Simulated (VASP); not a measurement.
Input and output of a VASP PBE single-point calculation on LiH (strained rocksalt)

INCAR

```
NSW = 0
IBRION = -1
SIGMA = 0.02
LASPH = .TRUE.
NBANDS = 9
LELF = .TRUE.
LCHARG = .TRUE.
EDIFF = 1E-7
LWAVE = .FALSE.
GGA = PE
ISMEAR = -1
PREC = Accurate
NELM = 120
ENCUT = 520
LREAL = .FALSE.
ISIF = 2
```

KPOINTS

```
KPOINTS created by Atomic Simulation Environment
0
Gamma
10 10 10
0 0 0
```

KPOINTS_OPT

```
special points
7
Reciprocal
0.0000000000 0.0000000000 0.0000000000 1
0.5000000000 0.0000000000 0.5000000000 1
0.6250000000 0.2500000000 0.6250000000 1
0.3750000000 0.3750000000 0.7500000000 1
0.5000000000 0.5000000000 0.5000000000 1
0.5000000000 0.2500000000 0.7500000000 1
0.0000000000 0.5000000000 0.5000000000 1
```

POSCAR

```
Li H
 1.0000000000000000
     0.0000000000000000    1.9028450990000001    1.9028450990000001
     1.9028450990000001    0.0000000000000000    1.9028450990000001
     1.9028450990000001    1.9028450990000001    0.0000000000000000
 Li  H
   1   1
Cartesian
  0.0000000000000000  0.0000000000000000  0.0000000000000000
  1.9028450990000001  1.9028450990000001  1.9028450990000001
```

VASP ran with the recommended PBE PAW datasets (4 valence electrons in the cell).

Command

```
mpirun -np 1 vasp_std
```

OSZICAR

```
N       E                     dE             d eps       ncg     rms          rms(c)
DAV:   1    -0.156530853596E+01   -0.15653E+01   -0.14742E+03   870   0.413E+02
DAV:   2    -0.628756363912E+01   -0.47223E+01   -0.46947E+01  1208   0.574E+01
DAV:   3    -0.633368463887E+01   -0.46121E-01   -0.46110E-01  1038   0.488E+00
DAV:   4    -0.633381017238E+01   -0.12553E-03   -0.12552E-03  1171   0.231E-01
DAV:   5    -0.633381111404E+01   -0.94166E-06   -0.94161E-06  1062   0.101E-02    0.298E+00
DAV:   6    -0.614395042675E+01    0.18986E+00   -0.14034E-01   945   0.121E+00    0.152E+00
DAV:   7    -0.607866246649E+01    0.65288E-01   -0.19124E-01  1000   0.160E+00    0.230E-01
DAV:   8    -0.608023090556E+01   -0.15684E-02   -0.35192E-03   999   0.414E-01    0.394E-02
DAV:   9    -0.608024149509E+01   -0.10590E-04   -0.11251E-04  1113   0.545E-02    0.541E-03
DAV:  10    -0.608024738198E+01   -0.58869E-05   -0.44757E-06   980   0.165E-02    0.216E-03
DAV:  11    -0.608024782626E+01   -0.44427E-06   -0.20162E-07  1185   0.242E-03    0.209E-04
DAV:  12    -0.608024806696E+01   -0.24070E-06   -0.54204E-09   586   0.625E-04    0.944E-05
DAV:  13    -0.608024813360E+01   -0.66634E-07   -0.29655E-09   545   0.355E-04
   1 F= -.60802481E+01 E0= -.60802481E+01  d E =-.119540E-11
       N       E                     dE             ncg
DAV:   1    -0.223677897610E+03   -0.16945E+04      126
DAV:   2    -0.260894486468E+03   -0.37217E+02      173
DAV:   3    -0.261228061087E+03   -0.33357E+00      170
DAV:   4    -0.261229513117E+03   -0.14520E-02      163
DAV:   5    -0.261229529098E+03   -0.15981E-04      167
DAV:   6    -0.261229529337E+03   -0.23878E-06      156
DAV:   7    -0.261229529340E+03   -0.34822E-08      156
```

From OUTCAR

```
k-points           NKPTS =     47   k-points in BZ     NKDIM =     47   number of bands    NBANDS=      9

   NELECT =       4.0000    total number of electrons

   dimension x,y,z NGX =    20 NGY =   20 NGZ =   20
   dimension x,y,z NGXF=    40 NGYF=   40 NGZF=   40

  energy-cutoff  :      520.00
  volume of cell :       13.78
      direct lattice vectors                 reciprocal lattice vectors
     0.000000000  1.902845099  1.902845099    -0.262764426  0.262764426  0.262764426
     1.902845099  0.000000000  1.902845099     0.262764426 -0.262764426  0.262764426
     1.902845099  1.902845099  0.000000000     0.262764426  0.262764426 -0.262764426

 k-points in reciprocal lattice and weights: KPOINTS created by Atomic Simulation Env
   0.00000000  0.00000000  0.00000000       0.001
   0.10000000  0.00000000  0.00000000       0.008
   0.20000000  0.00000000  0.00000000       0.008
   0.30000000  0.00000000  0.00000000       0.008
   0.40000000  0.00000000  0.00000000       0.008
   0.50000000  0.00000000  0.00000000       0.004
   0.10000000  0.10000000  0.00000000       0.006
   0.20000000  0.10000000  0.00000000       0.024
   ...

 E-fermi :   1.3133

 k-point     1 :       0.0000    0.0000    0.0000
  band No.  band energies     occupation
      1     -43.3115      2.00000
      2      -5.1531      2.00000
      3      19.0988      0.00000
      4      20.4338      0.00000
      5      20.4339      0.00000
      6      20.4339      0.00000
      7      25.4504      0.00000
      8      25.4504      0.00000
      9      25.4504      0.00000

 k-point     2 :       0.1000    0.0000    0.0000
  band No.  band energies     occupation
      1     -43.3038      2.00000
      2      -4.9705      2.00000
      3      17.1192      0.00000
      4      19.5520      0.00000
      5      19.9806      0.00000
      6      19.9807      0.00000
      7      24.8643      0.00000
      8      26.4126      0.00000
      9      26.4126      0.00000

 k-point     3 :       0.2000    0.0000    0.0000
  band No.  band energies     occupation
      1     -43.2832      2.00000
      2      -4.4320      2.00000
      3      13.3250      0.00000
      4      18.2039      0.00000
      5      19.2640      0.00000
      6      19.2640      0.00000
      7      25.8750      0.00000
      8      26.2415      0.00000
      9      26.2415      0.00000

 k-point     4 :       0.3000    0.0000    0.0000
  band No.  band energies     occupation
      1     -43.2576      2.00000
      2      -3.6000      2.00000
      3       9.8153      0.00000
      4      17.0126      0.00000
      5      18.8376      0.00000
      6      18.8377      0.00000
      7      23.9320      0.00000
      8      23.9320      0.00000
      9      27.6865      0.00000

 k-point     5 :       0.4000    0.0000    0.0000
  band No.  band energies     occupation
      1     -43.2369      2.00000
      2      -2.6860      2.00000
      3       7.2268      0.00000
      4      16.2278      0.00000
      5      18.7835      0.00000
      6      18.7836      0.00000
      7      22.2478      0.00000
      8      22.2478      0.00000
      9      29.8494      0.00000

 k-point     6 :       0.5000    0.0000    0.0000
  band No.  band energies     occupation
      1     -43.2290      2.00000
      2      -2.2300      2.00000
      3       6.2032      0.00000
      4      15.9561      0.00000
      5      18.8637      0.00000
      6      18.8638      0.00000
      7      21.5808      0.00000
      8      21.5808      0.00000
      9      31.1476      0.00000

 k-point     7 :       0.1000    0.1000    0.0000
  band No.  band energies     occupation
      1     -43.3011      2.00000
      2      -4.9053      2.00000
      3      17.5435      0.00000
      4      18.5616      0.00000
      5      18.5617      0.00000
      6      21.3811      0.00000
      7      22.4391      0.00000
      8      28.0211      0.00000
      9      28.0212      0.00000

 k-point     8 :       0.2000    0.1000    0.0000
  band No.  band energies     occupation
      1     -43.2849      2.00000
      2      -4.4738      2.00000
      3      14.5903      0.00000
      4      17.2640      0.00000
      5      17.4298      0.00000
      6      21.0638      0.00000
      7      22.7923      0.00000
      8      26.7033      0.00000
      9      29.4606      0.00000

 k-point     9 :       0.3000    0.1000    0.0000
  band No.  band energies     occupation
      1     -43.2611      2.00000
      2      -3.7128      2.00000
      3      10.9412      0.00000
      4      15.9055      0.00000
      5      16.7940      0.00000
      6      20.1875      0.00000
      7      24.5738      0.00000
      8      25.5645      0.00000
      9      27.3906      0.00000

 k-point    10 :       0.4000    0.1000    0.0000
  band No.  band energies     occupation
      1     -43.2389      2.00000
      2      -2.7637      2.00000
      3       7.9788      0.00000
      4      14.8402      0.00000
      5      16.7105      0.00000
      6      19.2329      0.00000
      7      24.2338      0.00000
      8      25.3365      0.00000
      9      27.9284      0.00000

 k-point    11 :       0.5000    0.1000    0.0000
  band No.  band energies     occupation
      1     -43.2267      2.00000
      2      -2.0562      2.00000
      3       6.3355      0.00000
      4      14.2127      0.00000
      5      17.1855      0.00000
      6      18.4478      0.00000
      7      23.8476      0.00000
      8      24.3661      0.00000
      9      30.5949      0.00000

 k-point    12 :      -0.4000    0.1000    0.0000
  band No.  band energies     occupation
      1     -43.2293      2.00000
      2      -2.2282      2.00000
      3       6.7010      0.00000
      4      14.0540      0.00000
      5      18.0547      0.00000
      6      18.1816      0.00000
      7      22.9969      0.00000
      8      25.2217      0.00000
      9      30.3917      0.00000

 k-point    13 :      -0.3000    0.1000    0.0000
  band No.  band energies     occupation
      1     -43.2457      2.00000
      2      -3.0944      2.00000
      3       8.8838      0.00000
      4      14.3384      0.00000
      5      18.1799      0.00000
      6      19.5369      0.00000
      7      22.9115      0.00000
      8      26.6679      0.00000
      9      28.0816      0.00000

 k-point    14 :      -0.2000    0.1000    0.0000
  band No.  band energies     occupation
      1     -43.2695      2.00000
      2      -4.0083      2.00000
      3      12.1672      0.00000
      4      15.0248      0.00000
      5      18.8037      0.00000
      6      20.7107      0.00000
      7      23.9810      0.00000
      8      25.9578      0.00000
      9      28.2751      0.00000

 k-point    15 :      -0.1000    0.1000    0.0000
  band No.  band energies     occupation
      1     -43.2917      2.00000
      2      -4.6640      2.00000
      3      15.7139      0.00000
      4      16.3910      0.00000
      5      19.6054      0.00000
      6      20.9686      0.00000
      7      24.7222      0.00000
      8      26.2799      0.00000
      9      26.4035      0.00000

 k-point    16 :       0.2000    0.2000    0.0000
  band No.  band energies     occupation
      1     -43.2739      2.00000
      2      -4.1336      2.00000
      3      14.4099      0.00000
      4      16.0188      0.00000
      5      16.0188      0.00000
      6      19.5691      0.00000
      7      20.9587      0.00000
      8      28.7138      0.00000
      9      32.1122      0.00000

 k-point    17 :       0.3000    0.2000    0.0000
  band No.  band energies     occupation
      1     -43.2547      2.00000
      2      -3.4343      2.00000
      3      11.7080      0.00000
      4      14.1790      0.00000
      5      15.1548      0.00000
      6      19.8919      0.00000
      7      20.9385      0.00000
      8      29.1679      0.00000
      9      31.4802      0.00000

 k-point    18 :       0.4000    0.2000    0.0000
  band No.  band energies     occupation
      1     -43.2344      2.00000
      2      -2.4653      2.00000
      3       8.7264      0.00000
      4      12.5113      0.00000
      5      14.8717      0.00000
      6      19.4084      0.00000
      7      23.2921      0.00000
      8      29.1686      0.00000
      9      29.3431      0.00000

 k-point    19 :       0.5000    0.2000    0.0000
  band No.  band energies     occupation
      1     -43.2206      2.00000
      2      -1.5496      2.00000
      3       6.6249      0.00000
      4      11.4416      0.00000
      5      15.1792      0.00000
      6      18.7654      0.00000
      7      26.2158      0.00000
      8      27.6031      0.00000
      9      29.8983      0.00000

 ...

  Total        0.6000723      0.6000723      0.6000723     -0.0000000     -0.0000000      0.0000000
  in kB       69.7708224     69.7708224     69.7708224     -0.0000000     -0.0000000      0.0000000
  external PRESSURE =      69.7708224 kB  Pullay stress =       0.0000000 kB

 POSITION                                       TOTAL-FORCE (eV/Angst)
 -----------------------------------------------------------------------------------
      0.00000      0.00000      0.00000         0.000000      0.000000      0.000000
      1.90285      1.90285      1.90285        -0.000000     -0.000000     -0.000000
 -----------------------------------------------------------------------------------
    total drift:                                0.000000     -0.000000      0.000000

  FREE ENERGIE OF THE ION-ELECTRON SYSTEM (eV)
  ---------------------------------------------------
  free  energy   TOTEN  =        -6.0802481336 eV

  energy  without entropy=       -6.0802481336  energy(sigma->0) =       -6.08024813
```

```yaml
gap_between_bands_v_and_c: 2.84 eV
least_direct_gap: 2.84 eV
pressure: 7.0 GPa
```

Band v is the last that the valence electrons fill when counted band by band, and c is the next.

The run took about 4.5 s on one core of a shared host (Intel Xeon Platinum 8488C) and held 0.12 GiB at most.
